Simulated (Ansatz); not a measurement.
Deforming SiC

```
Si C
1.0
     0.00000    2.17400    2.17400
     2.17400    0.00000    2.17400
     2.17400    2.17400    0.00000
Si C
1 1
Direct
  0.00000 0.00000 0.00000
  0.75000 0.75000 0.75000
```

Atoms are numbered in the order listed.

The cell is COD entry 1010995, as deposited and not checked against the literature; nothing was relaxed. It is an old determination, and later ones may differ.

Level of theory: DFT, PBE, PAW with Ansatz's default frozen-core files, scalar-relativistic (Ansatz 0.2.0).

Sampling and basis: a Γ-centred 16×16×16 k mesh, Fermi–Dirac smearing of 0.05 eV, cutoff 420 eV, no spin polarisation.

The unchanged cell is at 4.84 GPa, so energy changes include a term −P ΔV where the volume moves.

Semilocal functionals give too small gaps.

x, y and z are the Cartesian axes of the cell as listed; fractional coordinates follow a strain, and an engineering shear is twice the off-diagonal strain component.

Vzz stands for the principal value of largest size of the field-gradient tensor, whatever its axis.

(1) One change gave: energy change +26.9 meV/atom; stress change (xx, yy, zz, yz, xz, xy) 11.88, 11.88, 6.44, 0.00, 0.00, 0.00 GPa, compression positive; Vzz in 10²¹ V/m²: Si1 0 → -0.26 (η = 0.00), C2 0 → 0.15 (η = 0.00); gap on the k mesh 1.35 → 1.20 eV. Which change was it?
A. atom 1 (Si) moved by (0.0566, 0.0566, 0.0000) Å
B. x and y strained by -3 %, z held
C. x and y strained by -2 %, z held

Answers

(1) C. For x and y strained by -3 %, z held: energy change +52.0 meV/atom; stress change (xx, yy, zz, yz, xz, xy) 18.54, 18.54, 10.14, 0.00, 0.00, 0.00 GPa, compression positive; Vzz in 10²¹ V/m²: Si1 0 → -0.39 (η = 0.00), C2 0 → 0.23 (η = 0.00); gap on the k mesh 1.35 → 1.13 eV. For atom 1 (Si) moved by (0.0566, 0.0566, 0.0000) Å: energy change +31.3 meV/atom; stress change (xx, yy, zz, yz, xz, xy) 0.57, 0.57, 1.19, -3.91, -3.91, 0.98 GPa, compression positive; change of the force on Si1 (-1.109, -1.109, 0.226) eV/Å; Vzz in 10²¹ V/m²: Si1 0 → -2.09 (η = 0.91), C2 0 → -0.07 (η = 0.59); gap on the k mesh 1.35 → 0.97 eV.
